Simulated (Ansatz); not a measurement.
BiTe: enthalpy under pressure, worked through

All numbers below come from DFT PBE, scalar-relativistic, plane waves, PAW (Ansatz). (420 eV cutoff, 12×12×12 k-mesh, Gaussian smearing of 0.10 eV, no spin polarisation)

Starting point, cell and atoms relaxed:

```yaml
crystal:
  lattice:
    - [0.00000, 3.25119, 3.25119]
    - [3.25119, 0.00000, 3.25119]
    - [3.25119, 3.25119, 0.00000]
  atoms:
    - { symbol: Bi, position: [0.00000, 0.00000, 0.00000] }
    - { symbol: Te, position: [0.50000, 0.50000, 0.50000] }
```

Cell and atoms were relaxed at each target pressure within the start's symmetry (Fm-3m), at zero temperature; other phases can be more stable under pressure. H = E + PV with P the target; E is the free energy at the smearing used, whose derivative the pressure is, per atom and counted from zero pressure. The mesh named is that at zero pressure; some other pressures ran on another.

A cell with an odd number of electrons and no spin polarisation is a metal by construction and may be lower with spin. Spin–orbit coupling is left out, which can shift energies with elements as heavy as these.

```tsv
P (GPa)	V (Å³/atom)	E − E0 (meV)	H − H0 (meV)
0	34.366	0.0	0.0
1	33.669	2.1	212.2
4	31.967	27.9	826.0
12	28.946	172.4	2340.4
25	25.981	504.8	4558.8
50	22.745	1236.8	8334.9
90	19.843	2477.3	13624.0
```

Thermodynamics gives dH/dP = V along a relaxed path. Integrate V over P by the trapezoid rule and compare with the computed enthalpies.

With 1 eV/Å³ = 160.22 GPa, each step adds the mean volume times ΔP / 160.22:
| P (GPa) | ∫V dP (meV) | H − H0 (meV) | difference (meV) |
| --- | --- | --- | --- |
| 1 | 212.3 | 212.2 | 0.1 |
| 4 | 826.8 | 826.0 | 0.9 |
| 12 | 2347.6 | 2340.4 | 7.2 |
| 25 | 4575.9 | 4558.8 | 17.1 |
| 50 | 8377.5 | 8334.9 | 42.6 |
| 90 | 13693.8 | 13624.0 | 69.7 |

V(P) curves upward, so the trapezoid rule runs high; integrating a smooth curve through the same points (P as a polynomial of degree 4 in ln V) puts that excess at about 76.5 meV at 90 GPa, against the 69.7 meV found. What is left comes from the shape of V(P) between points this far apart, and from the mesh, the smearing and the stress tolerance.

At 90 GPa, how much of the enthalpy change is stored energy and how much is the PV term?

E rises by 2477 meV/atom and PV is 90 × 19.843 / 160.22 = 11147 meV/atom, so PV makes 82 % of ΔH. So between rival structures at high pressure a small difference in volume can outweigh the difference in energy: 1 % of this volume is worth 111.5 meV/atom at this pressure.

What bulk modulus do the lowest pressures give?

From the pressures that the runs reached, -1.00 GPa (35.146 Å³) and 1.00 GPa (33.669 Å³), B = −ΔP/Δln V = 2.00 / 0.0429 = 47 GPa, a mean over that range.

Rock-salt BiTe is soft at first and stiffens strongly: the volume falls from 34.366 to 19.843 Å³/atom, but each further gigapascal removes less of it. The initial 47 GPa therefore describes only the start of the curve. Early compression shortens fairly compliant p-bonded Bi–Te contacts; later, overlap of the filled shells and the rising kinetic energy of the confined valence electrons resist it. Compared with the IV–VI rock salts, BiTe has one extra valence electron per formula unit, which must enter p states that are largely Bi–Te antibonding. This probably weakens the lattice.

Real BiTe at ambient pressure avoids this arrangement by forming a layered structure in which bismuth bilayers, with Bi–Bi bonds, alternate with telluride slabs. The zero-pressure reference is thus a constrained cubic phase, not the known compound. The agreement between enthalpy and integrated volume shows that the curve is internally consistent, but doesn't test its accuracy against experiment. Denser, more highly coordinated structures such as the CsCl type are natural rivals at the upper end, given the weight of the PV term there.
